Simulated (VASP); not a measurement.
# W (I4/mmm) in VASP: further runs

Runs on W. Level: PBEsol. Tasks: single point.

Program: VASP 6.6.1. These are calculated values, not measurements. Logs are shortened: lines on timing, memory, paths and dates and some standing lists are left out, and cuts for length are marked.

## (1) Starting point

The structure is tetragonal, space group I4/mmm (No. 139). Conventional cell: a = 2.868 Å, b = 2.868 Å, c = 3.930 Å, α = 90.00°, β = 90.00°, γ = 90.00°. W (site symmetry 4/mmm) has 12 W at 2.82 to 2.87 Å as nearest neighbours.

This isn't the form of W at room conditions, which is bcc.

## (2) Single point, PBEsol

Contents of INCAR:

```
SYSTEM = W
  PREC = Accurate
  ENCUT = 520
  EDIFF = 1E-7
  ISMEAR = 0
  SIGMA = 0.1
  LREAL = .False.
  LASPH = .True.
  NELM = 100
  ALGO = Fast
  ISIF = 2
  LWAVE = .False.
  LCHARG = .False.
  GGA = PS
  NBANDS = 13
  ISYM = 0
```

Contents of KPOINTS:

```
regular mesh
0
Gamma
  12 12 17
  0 0 0
```

Contents of POSCAR:

```
W
1.0
    2.8679136060      0.0000000000      0.0000000000
    0.0000000000      2.8679136060      0.0000000000
    1.4339568030      1.4339568030      1.9648293793
W
1
Direct
    0.0000000000      0.0000000000      0.0000000000
```

Potentials or basis: VASP PAW PBE potentials, release 64 (W_sv).

Command:

```sh
$ cat potpaw_PBE.64/W_sv/POTCAR > POTCAR
$ mpirun -np 1 vasp_std > vasp.out
```

OUTCAR:

```text
SYSTEM = W
   PREC = Accurate
   ENCUT = 520
   EDIFF = 1E-7
   ISMEAR = 0
   LREAL = .False.
   LASPH = .True.
   NELM = 100
   ISIF = 2
   GGA = PS
   ISYM = 0

 ion  position               nearest neighbor table
   1  0.000  0.000  0.000-

IMPORTANT INFORMATION: All symmetrisations will be switched off!
NOSYMM: (Re-)initialisation of all symmetry stuff for point group C_1.

----------------------------------------------------------------------------------------

                                     Primitive cell

  volume of cell :      16.1606

  direct lattice vectors                    reciprocal lattice vectors
     2.867913606  0.000000000  0.000000000     0.348685538  0.000000000 -0.254475022
     0.000000000  2.867913606  0.000000000     0.000000000  0.348685538 -0.254475022
     1.433956803  1.433956803  1.964829379     0.000000000  0.000000000  0.508950044

  length of vectors
     2.867913606  2.867913606  2.823653434     0.431670177  0.431670177  0.508950044

  position of ions in fractional coordinates (direct lattice)
     0.000000000  0.000000000  0.000000000

  ion indices of the primitive-cell ions
   primitive index   ion index
                 1           1

----------------------------------------------------------------------------------------

 KPOINTS: regular mesh

Automatic generation of k-mesh.
 Grid dimensions read from file:
 generate k-points for:   12   12   17

 Generating k-lattice:

  Cartesian coordinates                     Fractional coordinates (reciprocal lattice)
     0.029057128  0.000000000 -0.021206252     0.083333333  0.000000000  0.000000000
     0.000000000  0.029057128 -0.021206252     0.000000000  0.083333333  0.000000000
     0.000000000  0.000000000  0.029938238     0.000000000  0.000000000  0.058823529

  Length of vectors
     0.035972515  0.035972515  0.029938238

  Shift w.r.t. Gamma in fractional coordinates (k-lattice)
     0.000000000  0.000000000  0.000000000

 -----------------------------------------------------------------------------
|                                                                             |
|           W    W    AA    RRRRR   N    N  II  N    N   GGGG   !!!           |
|           W    W   A  A   R    R  NN   N  II  NN   N  G    G  !!!           |
|           W    W  A    A  R    R  N N  N  II  N N  N  G       !!!           |
|           W WW W  AAAAAA  RRRRR   N  N N  II  N  N N  G  GGG   !            |
|           WW  WW  A    A  R   R   N   NN  II  N   NN  G    G                |
|           W    W  A    A  R    R  N    N  II  N    N   GGGG   !!!           |
|                                                                             |
|     Your reciprocal lattice and k-lattice belong to different lattice       |
|     classes:                                                                |
|                                                                             |
|        The reciprocal lattice is body-centered tetragonal,                  |
|        whereas your k-lattice is base-centered monoclinic.                  |
|                                                                             |
|     Results are often still useful ...                                      |
|                                                                             |
 -----------------------------------------------------------------------------

 WARNING: IBZKPT: internal override: KBLOWUP is changed to .FALSE.
      ... skipping the blow-up phase ...

 Subroutine IBZKPT returns following result:
 ===========================================

 Found   1226 irreducible k-points:

 Following reciprocal coordinates:
            Coordinates               Weight
  0.000000  0.000000  0.000000      1.000000
  0.083333  0.000000  0.000000      2.000000
  0.166667  0.000000  0.000000      2.000000
  0.250000  0.000000  0.000000      2.000000
  0.333333  0.000000  0.000000      2.000000
  0.416667  0.000000  0.000000      2.000000
[... 16 lines left out ...]
  0.250000  0.166667  0.000000      2.000000
  0.333333  0.166667  0.000000      2.000000
 [... further k-points ...]
   k-points           NKPTS =   1226   k-points in BZ     NKDIM =   1226   number of bands    NBANDS=     13
   number of dos      NEDOS =    301   number of ions     NIONS =      1
   total plane-waves  NPLWV =  13824
   dimension x,y,z NGX =    24 NGY =   24 NGZ =   24
   dimension x,y,z NGXF=    48 NGYF=   48 NGZF=   48
   ions per type =               1
   NGX,Y,Z   is equivalent  to a cutoff of  13.91, 13.91, 14.13 a.u.
   NGXF,Y,Z  is equivalent  to a cutoff of  27.82, 27.82, 28.26 a.u.
 SYSTEM =  W
   PREC   = accura    normal or accurate (medium, high low for compatibility)
   ISTART =      0    job   : 0-new  1-cont  2-samecut
   ICHARG =      2    charge: 1-file 2-atom 10-const
   ISPIN  =      1    spin polarized calculation?
   LNONCOLLINEAR =      F non collinear calculations
   LSORBIT =      F    spin-orbit coupling
   LASPH  =      T    aspherical Exc in radial PAW
   ENCUT  =  520.0 eV  38.22 Ry    6.18 a.u.   5.33  5.33  5.25*2*pi/ulx,y,z
   NELM   =    100;   NELMIN=  2; NELMDL= -5     # of ELM steps
   EDIFF  = 0.1E-06   stopping-criterion for ELM
   LREAL  =      F    real-space projection
   EDIFFG = 0.1E-05   stopping-criterion for IOM
   NSW    =      0    number of steps for IOM
   IBRION =     -1    ionic relax: 0-MD 1-quasi-New 2-CG
   NFREE  =      0    steps in history (QN), initial steepest desc. (CG)
   ISIF   =      2    stress and relaxation
   ISYM   =      0    0-nonsym 1-usesym 2-fastsym
   POTIM  = 0.5000    time-step for ionic-motion
   TEBEG  =    0.0;   TEEND  =   0.0 temperature during run
   PSTRESS=    0.0 pullay stress
   NELECT =      14.0000    total number of electrons
   NUPDOWN=      -1.0000    fix difference up-down
   EMIN   =  10.00;   EMAX   =-10.00  energy-range for DOS
   EFERMI =   0.00;   METHOD = LEGACY
   ISMEAR =     0;   SIGMA  =   0.10  broadening in eV -4-tet -1-fermi 0-gaus
   EFERMI_NEDOS =   21; number of points for ismear=-14 and -15
   IALGO  =     68    algorithm
   IMIX   =      4    mixing-type and parameters
     AMIX     =   0.40;   BMIX     =  1.00
     AMIX_MAG =   1.60;   BMIX_MAG =  1.00
  volume/ion in A,a.u.               =      16.16       109.06
  Fermi-wavevector in a.u.,A,eV,Ry     =   1.560625  2.949153 33.137669  2.435550
  Thomas-Fermi vector in A             =   2.663809
   LORBIT       =      0    0 simple, 1 ext, 2 COOP (PROOUT), +10 PAW based schemes
   GGA     = PS    functional components
   LHFCALC =     F    Hartree Fock is set to
   AEXX    =    0.0000 exact exchange contribution
   IVDW    =     0    specifies the selected vdW correction
   LEPSILON=     F    determine dielectric tensor
   LRPA    =     F    only Hartree local field effects (RPA)
 non-spin polarized calculation
 RMM-DIIS sequential band-by-band and
 Gauss-broadening in eV      SIGMA  =   0.10
  energy-cutoff  :      520.00
  volume of cell :       16.16
 maximum number of plane-waves:       448
 NGX is ok and might be reduce to    24
   NGX = 11   NGY = 11   NGZ = 11

 number of electron      14.0000000 magnetization

 Free energy of the ion-electron system (eV)
  ---------------------------------------------------
  ext. energy  EPLUGINS =         0.00000000
  ---------------------------------------------------
  free energy    TOTEN  =       -13.32137351 eV

  energy without entropy =      -13.31512564  energy(sigma->0) =      -13.31824958

 E-fermi :  10.5708     XC(G=0): -13.6423

 val. band max:       10.5660661407   @ k =   0.0000  -0.2500   0.4118
 cond. band min:      10.5719435979   @ k =   0.4167   0.0833   0.0000
 fundamental gap:      0.0058774572
 Fermi energy:        10.5707866350

 k-point     1 :       0.0000    0.0000    0.0000
  band No.  band energies     occupation
      1     -63.0723      2.00000
      2     -26.6874      2.00000
      3     -26.6870      2.00000
      4     -26.6590      2.00000
      5       1.4440      2.00000
      6       9.8210      2.00000
      7       9.8217      2.00000
      8      10.2285      2.00000
      9      12.8180      0.00000
     10      13.4297      0.00000
     11      23.3926      0.00000
     12      28.2823      0.00000
     13      28.2826      0.00000

 k-point     2 :       0.0833    0.0000    0.0000
  band No.  band energies     occupation
      1     -63.0647      2.00000
      2     -26.7658      2.00000
      3     -26.7001      2.00000
      4     -26.6768      2.00000
      5       1.7531      2.00000
      6       9.6727      2.00000
      7       9.9598      2.00000
      8      10.2856      1.99994
      9      12.7124      0.00000
     10      13.2822      0.00000
     11      24.0049      0.00000
     12      27.4073      0.00000
     13      28.8525      0.00000

 k-point     3 :       0.1667    0.0000    0.0000
  band No.  band energies     occupation
      1     -63.0438      2.00000
      2     -26.9978      2.00000
      3     -26.7351      2.00000
      4     -26.7034      2.00000
      5       2.5993      2.00000
      6       9.2210      2.00000
      7      10.2125      2.00000
      8      10.5457      1.27720
      9      12.6390      0.00000
     10      13.0592      0.00000
     11      24.9538      0.00000
     12      26.2727      0.00000
     13      30.4475      0.00000
[... 305 lines left out ...]
 k-point    23 :       0.2500    0.1667    0.0000
  band No.  band energies     occupation
      1     -62.9791      2.00000
      2     -27.5089      2.00000
      3     -27.0250      2.00000
      4     -26.7753      2.00000
      5       5.3392      2.00000
      6       8.4266      2.00000
      7       9.4093      2.00000
      8      11.1126      0.00000
      9      12.5046      0.00000
     10      16.0359      0.00000
     11      23.9655      0.00000
     12      27.4008      0.00000
     13      29.0849      0.00000

 k-point    24 :       0.3333    0.1667    0.0000
  band No.  band energies     occupation
      1     -62.9578      2.00000
      2     -27.6858      2.00000
      3     -27.0781      2.00000
      4     -26.8231      2.00000
      5       5.8321      2.00000
      6       8.8437      2.00000
      7       9.2206      2.00000
      8      10.8001      0.00118
      9      13.7945      0.00000
     10      17.1761      0.00000
     11      22.1538      0.00000
     12      25.8736      0.00000
     13      28.1170      0.00000

 [... further k-points ...]

------------------------ aborting loop because EDIFF is reached ----------------------------------------

  FORCE on cell =-STRESS in cart. coord.  units (eV):
  Direction    XX          YY          ZZ          XY          YZ          ZX
  --------------------------------------------------------------------------------------
  -------------------------------------------------------------------------------------
  Total        0.0612415      0.0612424     -0.9997866     -0.0018264     -0.0014578     -0.0014577
  in kB        6.0715465      6.0716359    -99.1199113     -0.1810751     -0.1445235     -0.1445206
  external PRESSURE =     -28.9922430 kB  Pullay stress =       0.0000000 kB

 VOLUME and BASIS-vectors are now :
 -----------------------------------------------------------------------------
  energy-cutoff  :      520.00
  volume of cell :       16.16
      direct lattice vectors                 reciprocal lattice vectors
     2.867913606  0.000000000  0.000000000     0.348685538  0.000000000 -0.254475022
     0.000000000  2.867913606  0.000000000     0.000000000  0.348685538 -0.254475022
     1.433956803  1.433956803  1.964829379     0.000000000  0.000000000  0.508950044

 POSITION                                       TOTAL-FORCE (eV/Angst)
 -----------------------------------------------------------------------------------
      0.00000      0.00000      0.00000        -0.000000     -0.000000     -0.000000
 -----------------------------------------------------------------------------------
    total drift:                               -0.000000     -0.000000     -0.000000

  FREE ENERGIE OF THE ION-ELECTRON SYSTEM (eV)
  ---------------------------------------------------
  free  energy   TOTEN  =       -13.3213735114 eV

  energy  without entropy=      -13.3151256400  energy(sigma->0) =      -13.31824958
```

Run time: 100 s. Hardware: 1 thread of Intel Xeon 6975P-C (Granite Rapids), shared host; peak memory 0.35 GiB.

What came out:

* Free energy: -13.3214 eV
* Pressure: -2.9 GPa
* Band gap on the k mesh: none (metal or under the smearing width)

Levels at points of the mesh, in eV from the Fermi level:
| k point | band 3 | band 4 | band 5 | band 6 | band 7 | band 8 | band 9 | band 10 | band 11 | band 12 |
| --- | --- | --- | --- | --- | --- | --- | --- | --- | --- | --- |
| (0.00, 0.00, 0.00) | -37.26 | -37.23 | -9.13 | -0.75 | -0.75 | -0.34 | 2.25 | 2.86 | 12.82 | 17.71 |
| (0.50, 0.00, 0.00) | -37.45 | -37.38 | -5.74 | -1.10 | -0.61 | 0.66 | 4.96 | 5.26 | 10.48 | 12.42 |
| (0.00, 0.50, 0.00) | -37.45 | -37.38 | -5.74 | -1.10 | -0.61 | 0.66 | 4.96 | 5.26 | 10.48 | 12.42 |
| (0.50, 0.50, 0.00) | -37.69 | -37.64 | -5.66 | -4.62 | 2.90 | 5.06 | 5.61 | 6.10 | 11.74 | 12.26 |

Caveat: the PAW data sets were made with another functional, which shifts forces and pressure a little. Spin-orbit coupling is left out, which matters for the levels of W.

## (3) Single point, PBEsol (band edges of the strained film's bulk)

Contents of INCAR:

```
SYSTEM = W
PREC = Accurate
ENCUT = 520
EDIFF = 1E-6
ISMEAR = 0
SIGMA = 0.1
LREAL = .False.
LASPH = .True.
NELM = 100
ALGO = Fast
ISIF = 2
LWAVE = .False.
LCHARG = .False.
GGA = PS
NBANDS = 13
```

Contents of KPOINTS:

```
Automatic mesh
0
Gamma
  12 12 17
  0 0 0
```

Contents of POSCAR:

```
W
1.0
    2.8679133285     -0.0000002775     -0.0012616928
   -0.0000002775      2.8679133285     -0.0012616928
    1.4330921301      1.4330921301      1.8317466793
W
1
Direct
    0.0000000000      0.0000000000      0.0000000000
```

Potentials or basis: VASP PAW PBE potentials, release 64 (W_sv).

Command:

```sh
$ cat potpaw_PBE.64/W_sv/POTCAR > POTCAR
$ mpirun -np 1 vasp_std > vasp.out
```

Wall time 41 s (1 thread of Intel Xeon 6975P-C (Granite Rapids), shared host); peak memory 0.24 GiB.

Results (log left out):

```
Free energy            : -13.3558 eV
Pressure               : 20.4 GPa
Band gap on the k mesh : none (metal or under the smearing width)
```

Stress tensor (GPa, compression positive):
```
30.15  0.06 -0.04
 0.06 30.15 -0.04
-0.04 -0.04  0.79
```

Levels at points of the mesh, in eV from the Fermi level:
| k point | band 4 | band 5 | band 6 | band 7 | band 8 | band 9 | band 10 | band 11 |
| --- | --- | --- | --- | --- | --- | --- | --- | --- |
| (0.00, 0.00, 0.00) | -37.23 | -9.70 | -1.32 | -1.32 | 0.06 | 1.46 | 3.39 | 12.84 |
| (0.50, 0.00, 0.00) | -37.35 | -6.35 | -2.03 | -0.27 | 0.72 | 4.80 | 5.93 | 11.45 |
| (0.50, 0.50, 0.00) | -37.61 | -6.40 | -5.14 | 2.64 | 5.08 | 5.37 | 6.88 | 11.89 |

Caveat: so large a pressure means that the cell lies far from this level's equilibrium, or that cutoff or potentials fall short; the potentials were made for another functional, which shifts forces and pressure. The run has no spin-orbit coupling, so splittings on W are missing.
